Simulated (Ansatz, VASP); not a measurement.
# Two plane-wave programs on MgO (qha)

```
Mg O
1.0
     0.00000    2.10711    2.10711
     2.10711    0.00000    2.10711
     2.10711    2.10711    0.00000
Mg O
1 1
Cartesian
  0.0000 0.0000 0.0000
  2.1071 2.1071 2.1071
```

Alike in both runs: functional PBEsol; k mesh 12 × 12 × 12; no spin polarisation.

Ansatz relaxed the structure, and its values are those at the end. VASP's run is a single point on that final structure, the one shown.

|  | VASP | Ansatz |
| --- | --- | --- |
| version | VASP 6.6.1 | Ansatz 0.2.0 |
| potentials or method | VASP PAW PBE potentials, release 64 (Mg, O) | scalar-relativistic, plane waves, PAW |
| plane-wave cutoff (eV) | 520 | 420 |
| occupations | gaussian, width 0.01 eV | fixed |
| valence electrons in the cell | 8 | 16 |

```tsv
	VASP	Ansatz	Ansatz less VASP
gap on the k mesh at the Fermi level (eV)	4.62	4.62	0.000
least direct gap on the mesh (eV)	4.62	4.62	0.000
pressure (GPa)	-0.5	0.0	+0.50
```

The two sets of potentials don't hold the same shells in valence.

Caveats: the PAW data sets were made with another functional, which shifts forces and pressure a little (VASP). A k mesh can miss the band edges.
